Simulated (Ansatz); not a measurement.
Write the native input for Ansatz 0.2.0 that does the following.

| Property | Result |
| --- | --- |
| Task | relaxation of the atoms |
| Functional | BLYP |
| Dispersion | D4 |
| Potentials or basis | all-electron LAPW, scalar-relativistic |
| Basis error allowed | 0.001 eV/atom |
| k mesh | 9 × 9 × 9 |
| Occupations | gaussian, width 0.05 eV |
| Spin | no spin polarisation |

Crystal: Se.

```
Se
1.0
     2.78952    0.04509   -0.00335
     0.04509    2.79977    0.00512
    -0.00335    0.00512    2.84344
Se
1
Direct
  0.04528 0.00088 0.99280
```

The cell isn't the ideal one: cell strained at random at fixed volume.

One way to write it, as run:

input.yaml

```yaml
crystal:
  lattice:
    - [2.789516, 0.045088, -0.003349]
    - [0.045088, 2.799767, 0.005124]
    - [-0.003349, 0.005124, 2.843442]
  atoms:
    - { symbol: Se, position: [0.045277, 0.000878, -0.007204] }
kpoints:
  mp_grid: { grid: [9, 9, 9] }
scf:
  occupations: { method: gaussian, width: 0.05 }
hamiltonian:
  xc: blyp
  dispersion: d4
  pseudopotentials: { kind: all_electron, lapw: { basis_error: 0.001 } }
output:
  forces: true
  stress: true
relax:
  f_tol: 0.02
  max_steps: 60
```

Potentials or basis: all-electron LAPW, scalar-relativistic.

Launch:

```bash
$ ansatz run input.yaml --threads 1 --pin off --max-ram 3072MiB --backend cpu --events-out ev --progress --plain --runs-dir out
```

It gave:

```
Pressure after relaxing : 1.7 GPa
```

Caveat: the relaxation stopped at its first step, so nothing moved.

Run time: 38 s on 1 thread of Intel(R) Xeon(R) Processor @ 2.50GHz (Skylake/Cascade Lake), on a shared host, peak memory 0.44 GiB.
